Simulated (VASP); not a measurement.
Runs of VASP 6.6.1 on BeTe. Symmetry: F-43m, No. 216, cubic system. The conventional cell has a = 5.540 Å, b = 5.540 Å, c = 5.540 Å, α = 90.00°, β = 90.00°, γ = 90.00°. Te (site symmetry -43m) has 4 Be at 2.40 Å as nearest neighbours. Around Be (site symmetry -43m) lie 4 Te at 2.40 Å. 

```tsv
level	potentials or basis	cell	k mesh	smearing	gap on the mesh (eV)	pressure (GPa)
PBE	VASP PAW PBE potentials, release 64 (Te, Be)	F-43m, 21.25 Å³/atom	6 × 6 × 6	fermi-dirac 0.03 eV	1.85	4.5
RPBE+D4	VASP PAW PBE potentials, release 64 (Te, Be)	F-43m, 22.53 Å³/atom	8 × 8 × 8	fermi-dirac 0.05 eV	2.09	-2.7
PBE	VASP PAW PBE potentials, release 64 (Te, Be)	F-43m, 21.25 Å³/atom	8 × 8 × 8	gaussian 0.023 eV	1.85	4.5
LDA	VASP PAW LDA potentials, release 64 (Te, Be)	F-43m, 19.98 Å³/atom	8 × 8 × 8	fermi-dirac 0.05 eV	1.59	(a)
```

Alike in all rows: task single point; no spin polarisation; cutoff (eV) 520.

Fill in the values left out.

(a) 5.5.

Caveats: spin-orbit coupling is left out, which moves the levels of the heavy elements; the PAW data sets were made with another functional, which shifts forces and pressure a little (some runs).

A k mesh can miss the band edges, and the runs leave out spin-orbit coupling on Te.
